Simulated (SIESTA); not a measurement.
Crystal: LiH.

```
CELL_PARAMETERS angstrom
0.00000 2.03675 2.03675
2.03675 0.00000 2.03675
2.03675 2.03675 0.00000
ATOMIC_POSITIONS crystal
Li 0.00000 0.00000 0.00000
H 0.50000 0.50000 0.50000
```

Base run:

* Program: SIESTA 5.4.2
* Functional: PBE
* Potentials or basis: PseudoDojo 0.4 standard (PBE files)
* Basis: DZP (energy shift 0.003 Ry; two zetas on semicore shells)
* Grid cutoff: 800 Ry
* Energy shift: 0.003 Ry
* k mesh: 11 × 11 × 11
* Occupations: fermi-dirac, width 0.05 eV
* Spin: no spin polarisation

Its results: band gap on the k mesh 3.18 eV, direct; pressure -1.7 GPa.

Q: The run is repeated on the same cell with these changes: functional from PBE to LDA; potentials or basis from PseudoDojo 0.4 standard (PBE files) to PseudoDojo 0.4 standard (LDA files). What comes out?

A: Band gap on the k mesh 2.82 eV, direct; pressure -4.1 GPa.

Caveats: the basis of atomic orbitals isn't converged, which shifts pressures, moduli and gaps; an odd mesh through Γ misses points on the zone boundary, where band edges often lie (some runs); the mesh misses the band edges, which the band path finds closer together (some runs).
